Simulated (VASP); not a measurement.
# MnS (R-3m) in VASP: further runs

The runs below take MnS through single point, with PBE.

All numbers are computed with VASP 6.6.1; they aren't measurements. Logs are shortened: lines on timing, memory, paths and dates and some standing lists are left out, and cuts for length are marked.

**1. Starting point**

The structure is trigonal, space group R-3m (No. 166). Conventional cell: a = 3.660 Å, b = 3.660 Å, c = 8.913 Å, α = 90.00°, β = 90.00°, γ = 120.00°. Around Mn (site symmetry -3m) lie 6 S at 2.58 Å. S (site symmetry -3m) has 6 Mn at 2.58 Å as nearest neighbours.

The cell is a database's computed one.

**2. Single point, PBE, collinear spin, ferromagnetic start**

The input, INCAR:

```
SYSTEM = MnS
ADDGRID = .False.
ALGO = Normal
EDIFF = 1E-6
ENCUT = 600
GGA = PE
ISIF = 2
ISMEAR = 0
ISPIN = 2
LASPH = .True.
LCHARG = .False.
LMAXMIX = 4
LORBIT = 11
LREAL = .False.
LWAVE = .False.
MAGMOM = 4 0
NELM = 100
PREC = Accurate
SIGMA = 0.05
```

The input, KPOINTS:

```
k-points
0
Gamma
  3 3 3
  0 0 0
```

The input, POSCAR:

```
MnS
1.0
    1.8299960138      1.0565486912      2.9709202777
   -1.8299960138      1.0565486912      2.9709202777
    0.0000000000     -2.1130973823      2.9709202777
Mn S
1 1
Direct
   -0.0003430000      0.0039840000     -0.0109630000
    0.4802460000      0.5015880000      0.5288910000
```

Potentials or basis: VASP PAW PBE potentials, release 64 (Mn_pv, S_h).

The run is started by

```sh
$ cat potpaw_PBE.64/Mn_pv/POTCAR potpaw_PBE.64/S_h/POTCAR > POTCAR
$ mpirun -np 1 vasp_std > vasp.out
```

OUTCAR:

```text
SYSTEM = MnS
   EDIFF = 1E-6
   ENCUT = 600
   GGA = PE
   ISIF = 2
   ISMEAR = 0
   ISPIN = 2
   LASPH = .True.
   LORBIT = 11
   LREAL = .False.
   NELM = 100
   PREC = Accurate

 Found     14 irreducible k-points:

 Following reciprocal coordinates:
            Coordinates               Weight
  0.000000  0.000000  0.000000      1.000000
  0.333333  0.000000 -0.000000      2.000000
  0.000000  0.333333 -0.000000      2.000000
  0.000000  0.000000  0.333333      2.000000
  0.333333  0.333333 -0.000000      2.000000
 -0.333333  0.000000 -0.333333      2.000000
   k-points           NKPTS =     14   k-points in BZ     NKDIM =     14   number of bands    NBANDS=     15
   number of dos      NEDOS =    301   number of ions     NIONS =      2
   total plane-waves  NPLWV =  27000
   dimension x,y,z NGX =    30 NGY =   30 NGZ =   30
   dimension x,y,z NGXF=    60 NGYF=   60 NGZF=   60
   ions per type =               1   1
   NGX,Y,Z   is equivalent  to a cutoff of  13.68, 13.68, 13.68 a.u.
   NGXF,Y,Z  is equivalent  to a cutoff of  27.36, 27.36, 27.36 a.u.
 SYSTEM =  MnS
   PREC   = accura    normal or accurate (medium, high low for compatibility)
   ISTART =      0    job   : 0-new  1-cont  2-samecut
   ICHARG =      2    charge: 1-file 2-atom 10-const
   ISPIN  =      2    spin polarized calculation?
   LNONCOLLINEAR =      F non collinear calculations
   LSORBIT =      F    spin-orbit coupling
   LASPH  =      T    aspherical Exc in radial PAW
   ENCUT  =  600.0 eV  44.10 Ry    6.64 a.u.   7.28  7.28  7.28*2*pi/ulx,y,z
   NELM   =    100;   NELMIN=  2; NELMDL= -5     # of ELM steps
   EDIFF  = 0.1E-05   stopping-criterion for ELM
   LREAL  =      F    real-space projection
   EDIFFG = 0.1E-04   stopping-criterion for IOM
   NSW    =      0    number of steps for IOM
   IBRION =     -1    ionic relax: 0-MD 1-quasi-New 2-CG
   NFREE  =      0    steps in history (QN), initial steepest desc. (CG)
   ISIF   =      2    stress and relaxation
   ISYM   =      2    0-nonsym 1-usesym 2-fastsym
   POTIM  = 0.5000    time-step for ionic-motion
   TEBEG  =    0.0;   TEEND  =   0.0 temperature during run
   PSTRESS=    0.0 pullay stress
   NELECT =      19.0000    total number of electrons
   NUPDOWN=      -1.0000    fix difference up-down
   EMIN   =  10.00;   EMAX   =-10.00  energy-range for DOS
   EFERMI =   0.00;   METHOD = LEGACY
   ISMEAR =     0;   SIGMA  =   0.05  broadening in eV -4-tet -1-fermi 0-gaus
   EFERMI_NEDOS =   21; number of points for ismear=-14 and -15
   IALGO  =     38    algorithm
   IMIX   =      4    mixing-type and parameters
     AMIX     =   0.40;   BMIX     =  1.00
     AMIX_MAG =   1.60;   BMIX_MAG =  1.00
  volume/ion in A,a.u.               =      17.23       116.29
  Fermi-wavevector in a.u.,A,eV,Ry     =   1.342349  2.536672 24.516344  1.801900
  Thomas-Fermi vector in A             =   2.470510
   LORBIT       =     11    0 simple, 1 ext, 2 COOP (PROOUT), +10 PAW based schemes
   GGA     = PE    functional components
   LHFCALC =     F    Hartree Fock is set to
   AEXX    =    0.0000 exact exchange contribution
   IVDW    =     0    specifies the selected vdW correction
   LEPSILON=     F    determine dielectric tensor
   LRPA    =     F    only Hartree local field effects (RPA)
 spin polarized calculation
[... 35 lines left out ...]
      7       3.8631      1.00000
      8       3.9265      1.00000
      9       3.9784      1.00000
     10       5.4880      1.00000
     11       5.5104      1.00000
     12       5.5626      1.00000
     13       9.1935      0.00000
     14      15.7512      0.00000
[... 77 lines left out ...]
      2     -43.3647      1.00000
      3     -43.3626      1.00000
      4      -6.3211      1.00000
      5       1.3007      1.00000
      6       3.2668      1.00000
      7       3.4985      1.00000
      8       3.7796      1.00000
      9       4.2429      1.00000
     10       5.0812      1.00000
     11       5.1287      1.00000
     12       5.6749      1.00000
     13       9.4864      0.00000
     14      13.1130      0.00000
     15      15.7503      0.00000

 [... further k-points ...]

 spin component 2

 k-point     1 :       0.0000    0.0000    0.0000
  band No.  band energies     occupation
      1     -38.9423      1.00000
      2     -38.9341      1.00000
      3     -38.9258      1.00000
      4      -7.1829      1.00000
      5       5.4333      1.00000
      6       5.5032      1.00000
      7       5.5474      1.00000
      8       7.4806      0.00000
      9       7.5150      0.00000
     10       7.5966      0.00000
     11       7.6453      0.00000
     12       7.6938      0.00000
     13      10.1622      0.00000
     14      16.6961      0.00000
[... 77 lines left out ...]
      2     -38.9400      1.00000
      3     -38.9317      1.00000
      4      -6.0745      1.00000
      5       1.9787      1.00000
      6       4.2032      1.00000
      7       4.2122      1.00000
      8       6.6430      1.00000
      9       7.9052      0.00000
     10       8.7245      0.00000
     11       8.7682      0.00000
     12       9.1206      0.00000
     13      10.9395      0.00000
     14      14.5159      0.00000
     15      16.3974      0.00000

 [... further k-points ...]

------------------------ aborting loop because EDIFF is reached ----------------------------------------

  FORCE on cell =-STRESS in cart. coord.  units (eV):
  Direction    XX          YY          ZZ          XY          YZ          ZX
  --------------------------------------------------------------------------------------
  -------------------------------------------------------------------------------------
  Total       -0.3020966     -0.2636531     -0.2202750      0.0477397     -0.0674172     -0.0455584
  in kB      -14.0434713    -12.2563607    -10.2398563      2.2192591     -3.1340044     -2.1178593
  external PRESSURE =     -12.1798961 kB  Pullay stress =       0.0000000 kB

 VOLUME and BASIS-vectors are now :
 -----------------------------------------------------------------------------
  energy-cutoff  :      600.00
  volume of cell :       34.47
      direct lattice vectors                 reciprocal lattice vectors
     1.829996014  1.056548691  2.970920278     0.273224639  0.157746319  0.112198680
    -1.829996014  1.056548691  2.970920278    -0.273224639  0.157746319  0.112198680
     0.000000000 -2.113097382  2.970920278     0.000000000 -0.315492638  0.112198680

 POSITION                                       TOTAL-FORCE (eV/Angst)
 -----------------------------------------------------------------------------------
      1.82208     -1.02954      5.92009        -0.089462     -0.239288      0.137055
     -0.03906     -0.08024      4.48824         0.089462      0.239288     -0.137055
 -----------------------------------------------------------------------------------
    total drift:                                0.000284      0.000180     -0.000398

  FREE ENERGIE OF THE ION-ELECTRON SYSTEM (eV)
  ---------------------------------------------------
  free  energy   TOTEN  =       -13.9051878104 eV

  energy  without entropy=      -13.8984689816  energy(sigma->0) =      -13.90182840

 total charge

# of ion       s       p       d       tot
------------------------------------------
    1        0.210   6.169   4.957  11.337
    2        0.804   1.305   0.000   2.109
--------------------------------------------------
tot          1.014   7.474   4.957  13.445

 magnetization (x)

# of ion       s       p       d       tot
------------------------------------------
    1        0.047   0.036   4.073   4.157
    2        0.018   0.047   0.000   0.065
--------------------------------------------------
tot          0.065   0.084   4.073   4.222
```

OSZICAR:

```text
N       E                     dE             d eps       ncg     rms          rms(c)
DAV:   1     0.143533183656E+03    0.14353E+03   -0.11306E+04   848   0.146E+03
DAV:   2    -0.903736870485E+01   -0.15257E+03   -0.14586E+03   896   0.358E+02
DAV:   3    -0.150027621136E+02   -0.59654E+01   -0.59297E+01  1057   0.762E+01
DAV:   4    -0.150935796031E+02   -0.90817E-01   -0.90749E-01  1001   0.973E+00
DAV:   5    -0.150958548341E+02   -0.22752E-02   -0.22752E-02  1144   0.154E+00    0.100E+01
DAV:   6    -0.139908038367E+02    0.11051E+01   -0.91395E+00   892   0.374E+01    0.964E+00
DAV:   7    -0.139061503637E+02    0.84653E-01   -0.10488E+00   840   0.162E+01    0.554E+00
DAV:   8    -0.139098242876E+02   -0.36739E-02   -0.46603E-02   931   0.203E+00    0.297E+00
DAV:   9    -0.139042229550E+02    0.56013E-02   -0.23098E-02   966   0.173E+00    0.297E-01
DAV:  10    -0.139049349944E+02   -0.71204E-03   -0.48455E-03   910   0.758E-01    0.177E-01
DAV:  11    -0.139051491003E+02   -0.21411E-03   -0.44543E-04  1064   0.184E-01    0.701E-02
DAV:  12    -0.139051840407E+02   -0.34940E-04   -0.11123E-04   931   0.861E-02    0.386E-02
DAV:  13    -0.139051853619E+02   -0.13211E-05   -0.10446E-05  1022   0.371E-02    0.221E-02
DAV:  14    -0.139051869576E+02   -0.15957E-05   -0.37458E-06   902   0.204E-02    0.125E-02
DAV:  15    -0.139051880680E+02   -0.11105E-05   -0.35595E-06   735   0.137E-02    0.972E-03
DAV:  16    -0.139051878104E+02    0.25760E-06   -0.47908E-07   588   0.839E-03
   1 F= -.13905188E+02 E0= -.13901828E+02  d E =-.671883E-02  mag=     4.5556
```

Wall time 24 s (1 thread of Intel Xeon Platinum 8488C (Sapphire Rapids), shared host); peak memory 0.18 GiB.

These settings aren't checked as converged: the numbers below hold their error.

What came out:

```
Free energy                                           : -13.9052 eV
Pressure                                              : -1.2 GPa
Largest force                                         : 0.290 eV/Å
Band gap on the k mesh                                : none (metal or under the smearing width)
Net moment                                            : 4.56 μB per cell
Site moments                                          : Mn +4.16; S +0.07 μB
Valence electrons inside the program's atomic spheres : Mn 11.34; S 2.11
```

Caveat: the k mesh is coarse (spacing up to 0.70 Å⁻¹), so the values aren't converged; a cell with one magnetic atom can't hold antiferromagnetic order, which such compounds often take; semilocal functionals often make such compounds metallic where correlation or magnetic order opens a gap, which also shifts bond lengths.

**3. Single point, PBE, collinear spin, ferromagnetic start**

INCAR: that of step 2 with these lines changed.

```diff
@@ -4,3 +4,3 @@
 EDIFF = 1E-6
-ENCUT = 600
+ENCUT = 700
 GGA = PE
```

KPOINTS is that of step 2.

The input, POSCAR:

```
MnS
1.0
    1.8299960138      1.0565486912      2.9709202777
   -1.8299960138      1.0565486912      2.9709202777
    0.0000000000     -2.1130973823      2.9709202777
Mn S
1 1
Direct
    0.0000000000      0.0000000000      0.0000000000
    0.5000000000      0.5000000000      0.5000000000
```

Potentials or basis: VASP PAW PBE potentials, release 64 (Mn_pv, S_h).

The run is started by

```sh
$ cat potpaw_PBE.64/Mn_pv/POTCAR potpaw_PBE.64/S_h/POTCAR > POTCAR
$ mpirun -np 1 vasp_std > vasp.out
```

OUTCAR:

```text
SYSTEM = MnS
   EDIFF = 1E-6
   ENCUT = 700
   GGA = PE
   ISIF = 2
   ISMEAR = 0
   ISPIN = 2
   LASPH = .True.
   LORBIT = 11
   LREAL = .False.
   NELM = 100
   PREC = Accurate

 Found      6 irreducible k-points:

 Following reciprocal coordinates:
            Coordinates               Weight
  0.000000  0.000000  0.000000      1.000000
  0.333333  0.000000 -0.000000      6.000000
  0.333333  0.333333 -0.000000      6.000000
 -0.333333  0.333333  0.000000      6.000000
  0.333333  0.333333  0.333333      2.000000
 -0.333333  0.333333  0.333333      6.000000
   k-points           NKPTS =      6   k-points in BZ     NKDIM =      6   number of bands    NBANDS=     15
[... 305 lines left out ...]
 -----------------------------------------------------------------------------
  energy-cutoff  :      700.00
  volume of cell :       34.47
      direct lattice vectors                 reciprocal lattice vectors
     1.829996014  1.056548691  2.970920278     0.273224639  0.157746319  0.112198680
    -1.829996014  1.056548691  2.970920278    -0.273224639  0.157746319  0.112198680
     0.000000000 -2.113097382  2.970920278     0.000000000 -0.315492638  0.112198680

 POSITION                                       TOTAL-FORCE (eV/Angst)
 -----------------------------------------------------------------------------------
      0.00000      0.00000      0.00000         0.000000     -0.000000     -0.000000
      0.00000      0.00000      4.45638         0.000000      0.000000      0.000000
 -----------------------------------------------------------------------------------
    total drift:                               -0.000000     -0.000000     -0.000000

  FREE ENERGIE OF THE ION-ELECTRON SYSTEM (eV)
  ---------------------------------------------------
  free  energy   TOTEN  =       -13.9232829932 eV

  energy  without entropy=      -13.9153875956  energy(sigma->0) =      -13.91933529

 total charge

# of ion       s       p       d       tot
------------------------------------------
    1        0.208   6.167   4.953  11.328
    2        0.804   1.304   0.000   2.108
--------------------------------------------------
tot          1.012   7.471   4.953  13.436

 magnetization (x)

# of ion       s       p       d       tot
------------------------------------------
    1        0.047   0.035   4.083   4.166
    2        0.018   0.045   0.000   0.063
--------------------------------------------------
tot          0.065   0.080   4.083   4.229
```

Run time: 11 s. Hardware: 1 thread of Intel Xeon Platinum 8488C (Sapphire Rapids), shared host; peak memory 0.19 GiB.

These settings aren't checked as converged: the numbers below hold their error.

What came out:

```yaml
Free_energy: -13.9233 eV
Pressure: -1.7 GPa
Band_gap_on_the_k_mesh: none (metal or under the smearing width)
Net_moment: 4.56 μB per cell
Site_moments: Mn +4.17; S +0.06 μB
Valence_electrons_inside_the_program's_atomic_spheres: Mn 11.33; S 2.11
```

Caveat: the k mesh is coarse (spacing up to 0.70 Å⁻¹), so the values aren't converged; a cell with one magnetic atom can't hold antiferromagnetic order, which such compounds often take; semilocal functionals often make such compounds metallic where correlation or magnetic order opens a gap, which also shifts bond lengths.

**4. Single point, PBE, collinear spin, ferromagnetic start**

INCAR is that of step 3.

KPOINTS is that of step 3.

The input, POSCAR:

```
MnS
1.0
    1.8299960138      1.0565486912      2.9709202777
   -1.8299960138      1.0565486912      2.9709202777
    0.0000000000     -2.1130973823      2.9709202777
Mn S
1 1
Direct
   -0.0003430000      0.0039840000     -0.0109630000
    0.4802460000      0.5015880000      0.5288910000
```

The run is started by

```sh
$ cat potpaw_PBE.64/Mn_pv/POTCAR potpaw_PBE.64/S_h/POTCAR > POTCAR
$ mpirun -np 1 vasp_std > vasp.out
```

Run time: 17 s. Hardware: 1 thread of Intel Xeon Platinum 8488C (Sapphire Rapids), shared host; peak memory 0.2 GiB.

The run converged, but some of its settings lie outside the range that counts as converged, so its numbers aren't taken as properties of the crystal.

What came out:

```
Free energy                                           : -13.9053 eV
Pressure                                              : -1.2 GPa
Largest force                                         : 0.290 eV/Å
Band gap on the k mesh                                : none (metal or under the smearing width)
Net moment                                            : 4.56 μB per cell
Site moments                                          : Mn +4.16; S +0.07 μB
Valence electrons inside the program's atomic spheres : Mn 11.34; S 2.11
```

Caveat: the k mesh is coarse (spacing up to 0.70 Å⁻¹), so the values aren't converged; a cell with one magnetic atom can't hold antiferromagnetic order, which such compounds often take; semilocal functionals often make such compounds metallic where correlation or magnetic order opens a gap, which also shifts bond lengths.

**5. Single point, PBE, collinear spin, ferromagnetic start**

INCAR: that of step 4 with these lines changed.

```diff
@@ -4,3 +4,3 @@
 EDIFF = 1E-6
-ENCUT = 700
+ENCUT = 400
 GGA = PE
```

The input, KPOINTS:

```
k-points
0
Gamma
  4 4 4
  0 0 0
```

The input, POSCAR:

```
MnS
1.0
    1.8299960138      1.0565486912      2.9709202777
   -1.8299960138      1.0565486912      2.9709202777
    0.0000000000     -2.1130973823      2.9709202777
Mn S
1 1
Direct
    0.0000000000      0.0000000000      0.0000000000
    0.5000000000      0.5000000000      0.5000000000
```

The run is started by

```sh
$ cat potpaw_PBE.64/Mn_pv/POTCAR potpaw_PBE.64/S_h/POTCAR > POTCAR
$ mpirun -np 1 vasp_std > vasp.out
```

Run time: 7.6 s. Hardware: 1 thread of Intel Xeon Platinum 8488C (Sapphire Rapids), shared host; peak memory 0.14 GiB.

These settings aren't checked as converged: the numbers below hold their error.

Results:

- Free energy: -14.0758 eV
- Band gap on the k mesh: none (metal or under the smearing width)
- Net moment: 4.38 μB per cell
- Site moments: Mn +4.04; S +0.04 μB
- Valence electrons inside the program's atomic spheres: Mn 11.34; S 2.11

Caveat: the k mesh is coarse (spacing up to 0.53 Å⁻¹), so the values aren't converged; the cutoff is under 1.25 times the usual one of these potentials, so pressure, stress and relaxed cells hold a basis-set (Pulay) error; a cell with one magnetic atom can't hold antiferromagnetic order, which such compounds often take; semilocal functionals often make such compounds metallic where correlation or magnetic order opens a gap, which also shifts bond lengths.
